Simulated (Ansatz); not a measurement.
An input for Ansatz 0.2.0 (Ba):

The input input.yaml:

```yaml
crystal:
  lattice: { a: 5.013, b: 5.013, c: 5.013, alpha: 90.0, beta: 90.0, gamma: 90.0 }
  space_group: 229
  reduce_to_primitive: true
  atoms:
    - { symbol: Ba, wyckoff: "2a", position: [0.0, 0.0, 0.0] }
hamiltonian:
  xc: lda
  pseudopotentials: { kind: paw, source: jth, xc_functional: pbe }
  dispersion: rvv10
kpoints:
  mp_grid: { grid: [8, 8, 8] }
scf:
  occupations: { method: cold, width: 0.025 }
  n_extra_bands: 6
output:
  forces: true
  stress: true
  eigenvalues: true
  dos: { projected: true, de: 0.05, nscf_kmesh: { grid: [12, 12, 12] } }
```

Potentials or basis: JTH PAW.

Run with:

```sh
$ ansatz run input.yaml --threads 1 --pin off --max-ram 2560MiB --backend cpu --events-out ev --progress --plain --runs-dir out
```

Task: How does this run end?

Result: The run stopped without a result. It printed:

Output:

```text
Error: inconsistent input (hamiltonian.dispersion, hamiltonian.xc): `dispersion: rvv10` has no canonical (b, C) pairing for the chosen semilocal exchange/correlation — only rPW86-x + PBE96-c (the original rVV10) and r²SCAN are tabulated
```
